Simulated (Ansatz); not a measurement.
NaCl (NiAs type), relaxed with r2SCAN: 3 runs in the PAW code Ansatz, each a calculation of independent-particle optics. It is hexagonal, P6_3/mmc (No. 194); conventional cell a = 3.892 Å, c = 6.737 Å, 22.10 Å³ an atom. Around Na lie 6 Cl at 2.81 Å; around Cl lie 6 Na at 2.81 Å. All values are calculated for a non-magnetic cell, which may be hypothetical.

```
Na Cl
1.0
     3.89227    0.00000    0.00000
    -1.94614    3.37081    0.00000
     0.00000    0.00000    6.73682
Na Cl
2 2
Direct
  0.00000 0.00000 0.00000
  0.00000 0.00000 0.50000
  0.33333 0.66667 0.25000
  0.66667 0.33333 0.75000
```

On meshes this coarse, single peaks can be features of the mesh. No local fields, no excitons; the zone sum runs over the cells of the mesh, and ε∞ includes the bands left out of the spectrum. Up to four peaks are listed, those above 15 % of the tallest and inside the complete range; the four can differ from row to row.

| functional | k mesh | broadening (eV) | scissors (eV) | range (eV) | direct gap on the mesh before scissors (eV) | ε∞ xx | ε∞ yy | ε∞ zz | complete up to (eV) | tallest peaks of mean ε₂ (eV) |
| --- | --- | --- | --- | --- | --- | --- | --- | --- | --- | --- |
| r2SCAN | 6×6×4 | 0.1 | 0.00 | 0–20 | 5.86 | 2.58 | 2.58 | 2.61 | 20.0 | 9.40 10.70 11.55 12.40 |
| PBE | 6×6×4 | 0.1 | 1.38 (to HSE06) | 0–20 | 5.07 | 2.55 | 2.55 | 2.57 | 20.0 | 10.00 11.35 12.20 13.05 |

Task: Estimate from these rows what the further settings give.

| functional | k mesh | broadening (eV) | scissors (eV) | range (eV) |
| --- | --- | --- | --- | --- |
| PBE | 6×6×4 | 0.1 | 0.00 | 0–20 |

Result:
```json
{"functional": "PBE", "k mesh": "6×6×4", "broadening (eV)": "0.1", "scissors (eV)": "0.00", "range (eV)": "0–20", "direct gap on the mesh before scissors (eV)": "5.07", "ε∞ xx": "2.76", "ε∞ yy": "2.76", "ε∞ zz": "2.78", "complete up to (eV)": "20.0", "tallest peaks of mean ε₂ (eV)": "8.65 9.95 10.85 11.65"}
```
